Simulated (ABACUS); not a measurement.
# InAs (F-43m) in ABACUS: a series of runs, part 2 of 2

ABACUS 3.10.1. The steps go on from the part before.

### 4 Single point, PBEsol

INPUT reads:

```
INPUT_PARAMETERS
suffix              InAs
calculation         scf
basis_type          pw
pseudo_dir          ./
latname             fcc
symmetry            1
dft_functional      pbesol
ecutwfc             55
pseudo_rcut         10
nspin               1
nbands              19
ks_solver           dav
smearing_method     fd
smearing_sigma      0.00367493
scf_thr             1e-08
scf_nmax            100
mixing_type         broyden
mixing_beta         0.7
cal_force           1
cal_stress          1
ecutrho             440
out_chg             1
out_pot             2
out_elf             0
kpar                4
```

STRU reads:

```
ATOMIC_SPECIES
In 114.8180 In.pbe-dn-rrkjus_psl.0.2.2.UPF
As 74.9216 As.pbe-n-rrkjus_psl.0.2.UPF

LATTICE_CONSTANT
11.4063868882

ATOMIC_POSITIONS
Direct

In
0.0
1
0.0000000000 0.0000000000 0.0000000000 1 1 1

As
0.0
1
0.2500000000 0.2500000000 0.2500000000 1 1 1
```

KPT reads:

```
K_POINTS
0
Gamma
6 6 6 0 0 0
```

Potentials or basis: SSSP 1.3 efficiency PBE, plane waves.

Launch:

```sh
> OMP_NUM_THREADS=1 mpirun -np 4 abacus > log
```

running log:

```text
ABACUS v3.10.1

               Atomic-orbital Based Ab-initio Computation at UStc

 ------------------------------------------------------------------------------------

 READING GENERAL INFORMATION
                           global_out_dir = OUT.InAs/
                           global_in_card = INPUT
                               pseudo_dir = ./
                              orbital_dir =
                                    DSIZE = 4
                                    GSIZE = 1

 READING UNITCELL INFORMATION
                                    ntype = 2
                  lattice constant (Bohr) = 11.4064
              lattice constant (Angstrom) = 6.036

 READING ATOM TYPE 1
                               atom label = In
                      L=0, number of zeta = 1
                      L=1, number of zeta = 1
                      L=2, number of zeta = 1
             number of atom for this type = 1

 READING ATOM TYPE 2
                               atom label = As
                      L=0, number of zeta = 1
                      L=1, number of zeta = 1
                      L=2, number of zeta = 1
             number of atom for this type = 1

                        TOTAL ATOM NUMBER = 2
DIRECT COORDINATES
    atom                   x                   y                   z     mag                  vx                  vy                  vz
taud_In1            0.0000000000        0.0000000000        0.0000000000  0.0000        0.0000000000        0.0000000000        0.0000000000
taud_As1            0.2500000000        0.2500000000        0.2500000000  0.0000        0.0000000000        0.0000000000        0.0000000000

                          Volume (Bohr^3) = 371.009
                             Volume (A^3) = 54.9778

 Lattice vectors: (Cartesian coordinate: in unit of a_0)
                 -0.5                  +0                +0.5
                   +0                +0.5                +0.5
                 -0.5                +0.5                  +0
 Reciprocal vectors: (Cartesian coordinate: in unit of 2 pi/a_0)
                   -1                  -1                  +1
                   +1                  +1                  +1
                   -1                  +1                  -1
 The esolver type has been set to : ksdft_pw

                PAO radial cut off (Bohr) = 10

 Read in pseudopotential file is In.pbe-dn-rrkjus_psl.0.2.2.UPF
                     pseudopotential type = USPP
          exchange-correlation functional = PBE
                 nonlocal core correction = 1
                        valence electrons = 13
                                     lmax = 2
                           number of zeta = 3
[... 5 lines left out ...]
                           L of projector = 2
                           L of projector = 2
 XC functional updated to : pbesol
          exchange-correlation functional = PBESOL
                PAO radial cut off (Bohr) = 10

 Read in pseudopotential file is As.pbe-n-rrkjus_psl.0.2.UPF
                     pseudopotential type = USPP
          exchange-correlation functional = PBE
                 nonlocal core correction = 1
                        valence electrons = 5
                                     lmax = 2
                           number of zeta = 2
                     number of projectors = 4
                           L of projector = 0
                           L of projector = 0
                           L of projector = 1
                           L of projector = 1
 XC functional updated to : pbesol
          exchange-correlation functional = PBESOL
     initial pseudo atomic orbital number = 13

 SETUP THE ELECTRONS NUMBER
            electron number of element In = 13
      total electron number of element In = 13
            electron number of element As = 5
      total electron number of element As = 5
            AUTOSET number of electrons:  = 18
                           occupied bands = 9
                                   NBANDS = 19
                                   NLOCAL = 18

%%%%%%%%%%%%%%%%%%%%%%%%%%%%%%%%%%%%%%%%%%%%%%%%%%%%%%%%%%%%%%%%%%%%%%%%%%%%%%%%%%%%%%%%%%%%%%%%%%%%%%%%%%
 Warning: the number of valence electrons in pseudopotential > 3 for In: [Kr] 4d10 5s2 5p1
[... 132 lines left out ...]

           k-point number in this process = 4
       minimum distributed K point number = 4
[... stars of the k points ...]

[... K-POINTS CARTESIAN COORDINATES: 4 rows ...]

[... K-POINTS DIRECT COORDINATES: 4 rows ...]

 SETUP PLANE WAVES FOR WAVE FUNCTIONS
     energy cutoff for wavefunc (unit:Ry) = 55
              fft grid for wave functions = [ 40, 40, 40 ]
                    number of plane waves = 3119
                         number of sticks = 283

 PARALLEL PW FOR WAVE FUNCTIONS
     PROC   COLUMNS(POT)             PW
        1            283           3119
 --------------- sum -------------------
        1            283           3119

 SETUP NONLOCAL PSEUDOPOTENTIALS IN PLANE WAVE BASIS
 In non-local projectors:
 projector 1 L=0
 projector 2 L=0
 projector 3 L=1
 projector 4 L=1
 projector 5 L=2
 projector 6 L=2
 As non-local projectors:
 projector 1 L=0
 projector 2 L=0
 projector 3 L=1
 projector 4 L=1
      TOTAL NUMBER OF NONLOCAL PROJECTORS = 26

 Init Non-Local PseudoPotential table :
 Init Non-Local-Pseudopotential done.

                                     npwx = 2637

 Make real space PAO into reciprocal space.
       max mesh points in Pseudopotential = 1057
     dq(describe PAO in reciprocal space) = 0.01
                                    max q = 894

 number of pseudo atomic orbitals for In is 3
WARNING: norm of atomic wavefunction # 1 of atomic type In is 0.999987, renormalized
WARNING: norm of atomic wavefunction # 2 of atomic type In is 0.998154, renormalized

 number of pseudo atomic orbitals for As is 2
WARNING: norm of atomic wavefunction # 2 of atomic type As is 0.999961, renormalized

 -------------------------------------------
 SELF-CONSISTENT
 -------------------------------------------
                                 init_chg = atomic

 PW ALGORITHM --------------- ION=   1  ELEC=   1--------------------------------

 Notice: Threshold on eigenvalues was too large.
 hsover_error=0.18 > DRHO=0.0681984
 Origin diag ethr = 0.01
 New diag ethr = 0.00037888

 Density error is 0.0713175111203
                          Error Threshold = 0.000378879775525
----------------------------------------------------------
     Energy           Rydberg                 eV
----------------------------------------------------------
 E_KohnSham     -162.5590771473      -2211.7297108247
 E_Harris       -163.7375363633      -2227.7634710229
 E_Fermi        0.4451935406         6.0571688653
----------------------------------------------------------
[... 51 lines left out ...]
 Density error is 8.249760296e-09
                          Error Threshold = 1.07309327793e-09
----------------------------------------------------------
     Energy           Rydberg                 eV
----------------------------------------------------------
 E_KohnSham     -162.5769417027      -2211.9727705710
 E_KS(sigma->0) -162.5769071264      -2211.9723001356
 E_Harris       -162.5770345331      -2211.9740335925
 E_band         -4.7704152918        -64.9048297946
 E_one_elec     -63.5231533653       -864.2768406964
 E_Hartree      44.4403782907        604.6423660289
 E_xc           -56.3749309748       -767.0202856145
 E_Ewald        -87.1191665005       -1185.3170694181
 E_entropy(-TS) -0.0000691527        -0.0009408709
 E_descf        0.0000000000         0.0000000000
 E_exx          0.0000000000         0.0000000000
 E_Fermi        0.4802531688         6.5341795782
----------------------------------------------------------

 charge density convergence is achieved
 final etot is -2211.9727706 eV
 EFERMI = 6.5341795782 eV
The vacuum level is 9.1264694698 eV

 STATE ENERGY(eV) AND OCCUPATIONS    NSPIN == 1
 1/4 kpoint (Cartesian) = 0.0000 0.0000 0.0000 (2637 pws)
       1       -7.86494     0.00925926
       2       -7.86494     0.00925926
       3       -7.86494     0.00925926
       4       -7.73453     0.00925926
       5       -7.73453     0.00925926
       6       -5.42367     0.00925926
[... 74 lines left out ...]
      18        18.8863        0.00000
      19        18.8863        0.00000

------------------------------------------------------------------------------------------
 TOTAL-FORCE (eV/Angstrom)
------------------------------------------------------------------------------------------
                       In1         0.0000000000         0.0000000000         0.0000000000
                       As1         0.0000000000         0.0000000000         0.0000000000
------------------------------------------------------------------------------------------

----------------------------------------------------------------
 TOTAL-STRESS (KBAR)
----------------------------------------------------------------
        18.6610771160         0.0000000000        -0.0000000000
         0.0000000000        18.6610771160         0.0000000000
         0.0000000000         0.0000000000        18.6610771160
----------------------------------------------------------------
 TOTAL-PRESSURE: 18.661077 KBAR

 --------------------------------------------
 !FINAL_ETOT_IS -2211.9727705709992733 eV
 --------------------------------------------
```

Wall time 18 s (4 MPI ranks of Intel Xeon Platinum 8488C (Sapphire Rapids), shared host); peak memory 1.2 GiB.

Results:

- Free energy: -2211.9728 eV
- Pressure: 1.9 GPa
- Band gap on the k mesh: none (metal or under the smearing width)

Caveat: the potentials were made for another functional, which shifts forces and pressure; this crystal is a semiconductor, whose small gap the functional closes, so the metal is an error of the method.

### 5 Relaxation of cell and atoms, PBEsol

INPUT reads:

```
INPUT_PARAMETERS
suffix              InAs
calculation         cell-relax
basis_type          pw
pseudo_dir          ./
symmetry            1
dft_functional      pbesol
ecutwfc             55
pseudo_rcut         10
nspin               1
nbands              13
ks_solver           dav
smearing_method     fd
smearing_sigma      0.00367493
scf_thr             1e-08
scf_nmax            100
mixing_type         broyden
mixing_beta         0.7
cal_force           1
cal_stress          1
ecutrho             440
relax_nmax          60
force_thr_ev        0.01
relax_method        cg
out_stru            1
stress_thr          0.2
kpar                4
```

Changes to STRU since step 4:

```diff
@@ -5,3 +5,8 @@
 LATTICE_CONSTANT
-11.4063868882
+1.8897261246
+
+LATTICE_VECTORS
+0.0000000000 3.0180000000 3.0180000000
+3.0180000000 0.0000000000 3.0180000000
+3.0180000000 3.0180000000 0.0000000000
 
@@ -18,2 +23,2 @@
 1
-0.2500000000 0.2500000000 0.2500000000 1 1 1
+0.7500000000 0.7500000000 0.7500000000 1 1 1
```

KPT is that of step 4.

Launch:

```sh
> OMP_NUM_THREADS=1 mpirun -np 4 abacus > log
```

Wall time 48 s (4 MPI ranks of Intel Xeon Platinum 8488C (Sapphire Rapids), shared host); peak memory 1.2 GiB.

Results (log left out):

```yaml
Free_energy: -2211.9827 eV
Relaxed_volume: 28.36 Å³/atom
Relaxed_cell: a = 4.313 Å, b = 4.313 Å, c = 4.313 Å, α = 60.00°, β = 60.00°, γ = 60.00°
Space_group_after_relaxing_to_0.05_Å: F-43m (No. 216)
Energy_gained_by_relaxing: 5.0 meV/atom
Ionic_steps: 3
Pressure_after_relaxing: 0.0 GPa
Band_gap_on_the_k_mesh: none (metal or under the smearing width)
```

Step by step:
```csv
step,energy change (eV),largest force (eV/Å),pressure (GPa),volume (Å³)
1,0.0000,0.0000,1.87,54.98
2,-0.0073,0.0000,-0.87,57.67
3,-0.0099,0.0000,0.00,56.73
```

Final structure:
```
In As
1.0
     0.00000    3.04967    3.04967
     3.04967    0.00000    3.04967
     3.04967    3.04967    0.00000
In As
1 1
Direct
  0.00000 0.00000 0.00000
  0.75000 0.75000 0.75000
```

Levels at points of the mesh, in eV from the Fermi level:
| k point | band 5 | band 6 | band 7 | band 8 | band 9 | band 10 | band 11 |
| --- | --- | --- | --- | --- | --- | --- | --- |
| (0.00, 0.00, 0.00) | -14.22 | -11.76 | -0.43 | -0.04 | -0.04 | -0.04 | 3.79 |
| (0.50, 0.50, 0.50) | -14.21 | -10.35 | -5.73 | -1.00 | -1.00 | 0.78 | 4.55 |
| (0.50, 0.50, 0.00) | -14.19 | -9.83 | -5.82 | -2.30 | -2.30 | 1.43 | 1.92 |

Caveat: the potentials were made for another functional, which shifts forces and pressure; this crystal is a semiconductor, whose small gap the functional closes, so the metal is an error of the method. Zero-point motion and thermal expansion aren't in these numbers.

### 6 Overview

| task | level | potentials or basis | cell | cutoff (eV) | radial cutoff of the potentials (pseudo_rcut) | max steps of the relaxation | force threshold | optimiser | stress threshold | gap on the mesh (eV) | pressure (GPa) |
| --- | --- | --- | --- | --- | --- | --- | --- | --- | --- | --- | --- |
| single point | LDA | PseudoDojo NC SR 0.4.1 LDA standard, plane waves | as given | 1102 | 7 bohr | - | - | - | - | none | -0.3 |
| single point | B86bPBE | Ansatz NC PBE, plane waves | as given | 1143 | 10 bohr | - | - | - | - | none | 4.8 |
| single point | PBEsol | SSSP 1.3 efficiency PBE, plane waves | as given | 748 | 10 bohr | - | - | - | - | none | 1.9 |
| relaxation of cell and atoms | PBEsol | SSSP 1.3 efficiency PBE, plane waves | relaxed | 748 | 10 bohr | 60 | 0.01 eV/Å | cg | 0.2 kbar | none | 0.0 |

Alike in all rows: no spin polarisation; k mesh 6 × 6 × 6; smearing fermi-dirac 0.05 eV.

Caveats: this crystal is a semiconductor, whose small gap the functional closes, so the metal is an error of the method; the potentials were made for another functional, which shifts forces and pressure (some runs).

Total energies depend on the potentials used, so only differences within one code and one set of settings carry meaning.

### 7 Against experiment

Step 2. A measured gap of InAs is 0.418 eV (direct; 4.2 K; a printed reference work, data compilation); the calculated 0.00 eV misses it by -0.42 eV. Spin-orbit coupling on As, In is left out. The value is that of LDA on a finite k mesh, which can miss the band edges, without temperature or zero-point motion. Semilocal functionals fall short of measured gaps as a rule.

Step 3. Against the measured gap of InAs, 0.418 eV (direct; 4.2 K; a printed reference work, data compilation), the calculated 0.00 eV is off by -0.42 eV. Spin-orbit coupling on As, In is left out. The value is that of B86bPBE on a finite k mesh, which can miss the band edges, without temperature or zero-point motion.

Step 4. Against the measured gap of InAs, 0.418 eV (direct; 4.2 K; a printed reference work, data compilation), the calculated 0.00 eV is off by -0.42 eV. Spin-orbit coupling on As, In is left out. The value is that of PBEsol on a finite k mesh, which can miss the band edges, without temperature or zero-point motion. Semilocal functionals fall short of measured gaps as a rule.
